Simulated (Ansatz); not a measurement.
**S: the order of phases at one pressure**

Aim: bring S in several structures (fcc, bcc, hcp, A7, simple hexagonal, sc) to one pressure and rank them by enthalpy. The pressure is set by scaling the first phase. Methods of the runs shown: LAPW. Companion runs by PAW are cited.

Program: Ansatz 0.2.0. Level of theory: DFT, PBE, all-electron LAPW, scalar-relativistic. These are calculated values, not measurements.

### 1 The starting structure

Symmetry: Fm-3m, No. 225, cubic system. The conventional cell has a = 2.979 Å, b = 2.979 Å, c = 2.979 Å, α = 90.00°, β = 90.00°, γ = 90.00°. Around S (site symmetry m-3m) lie 12 S at 2.11 Å.

Structure file:

```cif
data_structure
_symmetry_space_group_name_H-M 'P 1'
_symmetry_Int_Tables_number 1
_cell_length_a 2.1065
_cell_length_b 2.1065
_cell_length_c 2.1065
_cell_angle_alpha 60.000
_cell_angle_beta 60.000
_cell_angle_gamma 60.000
_cell_volume 6.61
loop_
_atom_site_label
_atom_site_type_symbol
_atom_site_fract_x
_atom_site_fract_y
_atom_site_fract_z
_atom_site_occupancy
S1 S 0.00000 0.00000 0.00000 1
```

### 2 Fcc relaxed under pressure, LAPW

Input file input.yaml:

```yaml
crystal:
  lattice:
    - [0.0, 1.4895471656, 1.4895471656]
    - [1.4895471656, 0.0, 1.4895471656]
    - [1.4895471656, 1.4895471656, 0.0]
  atoms:
    - { symbol: S, position: [0.0, 0.0, 0.0] }
kpoints:
  mp_grid: { grid: [22, 22, 22] }
scf:
  occupations: { method: fermi_dirac, width: 0.05 }
hamiltonian:
  xc: pbe
  pseudopotentials: { kind: all_electron, lapw: { basis_error: 0.0005 } }
output:
  forces: true
  stress: true
  eigenvalues: true
relax:
  f_tol: 0.005
  max_steps: 12
  cell: { p_target: 390.0, stress_tol: 0.195 }
```

The run is started by

```bash
$ ansatz run input.yaml --threads 1 --pin off --max-ram 3584MiB --backend cpu --events-out ev --progress --plain --runs-dir out
```

Further steps of the session: Bcc relaxed under pressure, LAPW; Hcp relaxed under pressure, LAPW; A7 relaxed under pressure, LAPW; Simple hexagonal relaxed under pressure, LAPW; Sc relaxed under pressure, LAPW.

What does the calculation give? Wanted: pressure; lowest (for each run or level that gives them).

**Answer**, as computed:

| quantity | value |
| --- | --- |
| pressure | 390 GPa |
| lowest (LAPW) | sc, 2.6 meV/atom under A7 |
| lowest (PAW) | sc, 2.6 meV/atom under A7 |

In words: By LAPW the order is sc < A7 < bcc < hcp < fcc < simple hexagonal; the first two lie within 2.6 meV/atom, too close to call. By PAW the order is sc < A7 < bcc < hcp < fcc < simple hexagonal; the first two lie within 2.6 meV/atom, too close to call. The methods agree on the lowest phase. Only these structures were tried, with electrons smeared by 0.05 eV and without vibrations, so the true ground state may be another. The k meshes differ between phases and weren't tested, which can move differences by some meV.
